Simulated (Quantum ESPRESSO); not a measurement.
Wanted: an ASE script for a Quantum ESPRESSO 7.5 run.

```yaml
Task: relaxation of cell and atoms
Functional: PBEsol
Dispersion: D4
Potentials_or_basis: GBRV 1.5 PBEsol
Cutoff: 612 eV
Density_cutoff: 4898 eV
k_mesh: 8 × 8 × 8
Occupations: fermi-dirac, width 0.05 eV
Spin: no spin polarisation
ASE_optimiser: LBFGS
Dispersion_computed_by: dftd4 4.3.1 through ASE
Mixing_beta: 0.5
Most_SCF_iterations: 120
SCF_threshold: 4e-10 Ry
```

The structure of MgS lies in POSCAR:

```
MgS
1.0
    0.0000000000      2.8331200468      2.8331200468
    2.8331200468      0.0000000000      2.8331200468
    2.8331200468      2.8331200468      0.0000000000
S Mg
1 1
Direct
    0.2500000000      0.2500000000      0.2500000000
    0.0000000000      0.0000000000      0.0000000000
```

The cell comes from a database or a generator and needn't be the stable form of this composition.

One way to write it, as run:

run.py

```python
import numpy as np
from ase.calculators.espresso import Espresso, EspressoProfile
from ase.io import read

atoms = read('POSCAR')

input_data = {
    'control': {'calculation': 'scf', 'prefix': 'pwscf', 'outdir': './tmp', 'tprnfor': True, 'tstress': True, 'disk_io': 'low'},
    'system': {'ecutwfc': 45.0, 'ecutrho': 360.0, 'nbnd': 14, 'occupations': 'smearing', 'smearing': 'fd', 'degauss': 0.00367493},
    'electrons': {'conv_thr': 4e-10, 'electron_maxstep': 120, 'mixing_beta': 0.5},
}
pseudopotentials = {'Mg': 'mg_pbesol_v1.4.uspp.F.UPF', 'S': 's_pbesol_v1.4.uspp.F.UPF'}
profile = EspressoProfile(command='mpirun -n 2 pw.x -nk 2', pseudo_dir='pseudo')
dft = Espresso(profile=profile, input_data=input_data, pseudopotentials=pseudopotentials, kpts=(8, 8, 8), koffset=(0, 0, 0))
from ase.calculators.mixing import SumCalculator
from dftd4.ase import DFTD4
d4 = DFTD4(method='pbesol')
atoms.calc = SumCalculator([dft, d4])

from ase.optimize import LBFGS
from ase.filters import FrechetCellFilter
done = LBFGS(FrechetCellFilter(atoms), trajectory='opt.traj').run(fmax=0.02, steps=30)
print('converged', done)
print('cell (A)', np.round(atoms.cell.cellpar(), 5))
print(f'energy {atoms.get_potential_energy():.8f} eV')
print('forces (eV/A)')
print(np.round(atoms.get_forces(), 6))
print('stress (eV/A^3, Voigt)')
print(np.round(atoms.get_stress(), 8))
print(f'Fermi level {dft.get_fermi_level():.4f} eV')
print(f'D4 part {d4.get_potential_energy(atoms):.8f} eV')
atoms.write('final.traj')
```

Potentials or basis: GBRV 1.5 PBEsol.

The run is started by

```sh
$ OMP_NUM_THREADS=1 python run.py
```

Results of the run:

```json
{
  "Relaxed volume": "22.16 Å³/atom",
  "Relaxed cell": "a = 3.972 Å, b = 3.972 Å, c = 3.972 Å, α = 60.00°, β = 60.00°, γ = 60.00°",
  "Space group after relaxing (to 0.05 Å)": "F-43m (No. 216)",
  "Energy gained by relaxing": "2.4 meV/atom",
  "Ionic steps": "3",
  "Pressure after relaxing": "0.0 GPa",
  "Band gap on the k mesh": "3.41 eV, direct",
  "Dispersion energy per atom": "-0.136 eV"
}
```

It took 36 s on 2 MPI ranks on Arm Neoverse V1, with other jobs on the host, peak memory 0.24 GiB a rank.
